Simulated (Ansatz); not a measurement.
The system is Ge.

```
CELL_PARAMETERS angstrom
4.09041 0.00000 0.00000
-2.04520 3.54240 0.00000
0.00000 0.00000 3.32658
ATOMIC_POSITIONS crystal
Ge 0.66667 0.33333 0.14086
Ge 0.33333 0.66667 0.85914
```

The cell was built by a generator and needn't be a form met in nature.

- Program: Ansatz 0.2.0
- Task: relaxation of cell and atoms
- Functional: HSE06
- Potentials or basis: Ansatz PAW
- Cutoff: 420 eV (not typed: the program's choice for these potentials)
- k mesh: 4 × 4 × 4
- Occupations: fermi-dirac, width 0.05 eV
- Spin: no spin polarisation

At the start: volume 24.10 Å³/atom.

**Question.** Where does the relaxation end?

**Answer.** It ends after 10 steps and the volume is 23.27 Å³/atom (-3.5 %); space group P-3m1 (No. 164, to 0.05 Å).

Step by step:
| step | energy change (eV) | largest force (eV/Å) | volume (Å³) |
| --- | --- | --- | --- |
| 1 | 0.0000 | 0.3760 | 48.20 |
| 2 | -0.0590 | 0.0597 | 45.96 |
| 3 | -0.0624 | 0.0384 | 45.69 |
| 4 | -0.0632 | 0.0240 | 45.42 |
| 5 | -0.0637 | 0.0626 | 45.55 |
| 6 | -0.0672 | 0.1382 | 45.67 |
| 7 | -0.0735 | 0.0024 | 45.93 |
| 8 | -0.0749 | 0.0099 | 46.49 |
| 9 | -0.0750 | 0.0021 | 46.53 |
| 10 | -0.0746 | 0.0021 | 46.53 |

Final structure:
```xyz
2
Lattice="4.0863 0.0000 0.0000 -2.0431 3.5388 0.0000 0.0000 0.0000 3.2177" Properties=species:S:1:pos:R:3 pbc="T T T"
Ge    2.0432    1.1796    0.3580
Ge    0.0000    2.3592    2.8597
```

Caveat: the k mesh is coarse (spacing up to 0.47 Å⁻¹), so the values aren't converged, least of all with exact exchange; the plane-wave basis is chosen anew once the cell has moved, so the energies of steps on either side of that aren't comparable; the PAW data sets come from PBE, with cores solved anew for the run's functional, which leaves a small shift of forces and pressure.
